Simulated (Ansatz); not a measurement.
## ZnS (P6_3mc), a vibration from a frozen displacement

All numbers below come from DFT r2SCAN, scalar-relativistic, plane waves, PAW in Ansatz 0.2.0. Settings: plane waves to 500 eV, k-mesh 6×6×4 (Γ-centred), Gaussian smearing 0.05 eV. No spin polarisation. Energies are free energies at this smearing, counted from the undisturbed cell; pressure is positive in compression.

Zero of the scan (relaxed at this level):

```xyz
4
Lattice="3.8067 0.0000 0.0000 -1.9034 3.2967 0.0000 0.0000 0.0000 6.2457" Properties=species:S:1:pos:R:3 pbc="T T T"
Zn    0.0000    2.1978    0.0337
Zn    1.9034    1.0989    3.1565
S     0.0000    2.1978    2.3710
S     1.9034    1.0989    5.4938
```

Every Zn atom is moved by x along the Cartesian unit vector (0.707, -0.707, 0.000); the cell and all other atoms stay fixed. The cell's volume is 78.38 Å³; the moved atoms weigh 130.760 u together and the others 64.120 u. Some rows repeat others by symmetry and weren't run.

```
  x (Å)  ΔE (meV/cell) total force on the moved atoms along the move (eV/Å) pressure (GPa)
-0.3000         578.75                                                4.1265          3.2619
-0.2625         435.92                                                3.4995          2.4695
-0.2250         315.72                                                2.9180          1.7937
-0.1875         216.60                                                2.3746          1.2297
-0.1500         137.24                                                1.8626          0.7737
-0.1125          76.59                                                1.3754          0.4224
-0.0750          33.85                                                0.9067          0.1732
-0.0375           8.43                                                0.4503          0.0244
 0.0000           0.00                                                0.0000         -0.0251
 0.0375           8.43                                               -0.4503          0.0244
 0.0750          33.85                                               -0.9067          0.1732
 0.1125          76.59                                               -1.3754          0.4224
 0.1500         137.24                                               -1.8626          0.7737
 0.1875         216.60                                               -2.3746          1.2297
 0.2250         315.72                                               -2.9180          1.7937
 0.2625         435.92                                               -3.4995          2.4695
 0.3000         578.75                                               -4.1265          3.2619
```

What frequency belongs to this motion?

The force constant is k = −dF/dx = 12.008 eV/Å², from the parabola through x = -0.0375, 0 and 0.0375. In every cell the moved atoms swing against the rest, so the mass is μ = m₁m₂/(m₁ + m₂) = 43.023 u, and ν̃ = 521.5 cm⁻¹ × √(|k|/μ) = 275 cm⁻¹. To first order in x, and within 1 %, the force on every atom lies along the move and, within each of the two groups, in proportion to the atom's mass, so this is itself a mode at the zone centre of this cell, taken without macroscopic field (the transverse frequency in a polar insulator).

How far does the harmonic law reach?

At x = -0.300 Å, kx²/2 = 540.34 meV against the computed 578.75 meV (+7.1 %): the well is still close to harmonic there.

The pressure changes with x². What does that say about the frequency under compression?

With E = k(V)x²/2, k ∝ V^(−2γ) and x scaling with the cell as V^(1/3), P − P0 = −∂E/∂V = (2γ − 2/3) ΔE/V. At x = 0.0750 Å, V(P − P0) = 78.38 × 0.19829 / 160.2 eV = 97.01 meV and ΔE = 33.85 meV, so γ = 1/3 + V(P − P0)/(2ΔE) = 1.77. This is the Grüneisen parameter of the motion under uniform scaling of the cell: shrinking the cell evenly by 1 % in volume raises the frequency by about 1.77 %.

The motion is the polar E1 transverse optical mode, with the zinc and sulfur sublattices sliding against each other in the basal plane, and 275 cm⁻¹ lies close to the measured value for wurtzite ZnS. Its stiffness comes from stretching and bending the polar covalent Zn–S bonds. The twofold screw axis reverses any basal displacement, so odd terms in the energy vanish and the leading anharmonicity is quartic. Its positive sign probably reflects the steep short-range repulsion in the bonds that are shortened.

The same bond anharmonicity explains the pressure: shortened bonds push harder than lengthened ones pull, so the vibrating lattice tends to expand. The Grüneisen parameter of 1.77 is accordingly positive, as expected for a bond-stretching optical mode. It can't stand in for the thermal expansion of the crystal, because in tetrahedral semiconductors the low-lying transverse acoustic modes often soften under compression and dominate at low temperature.
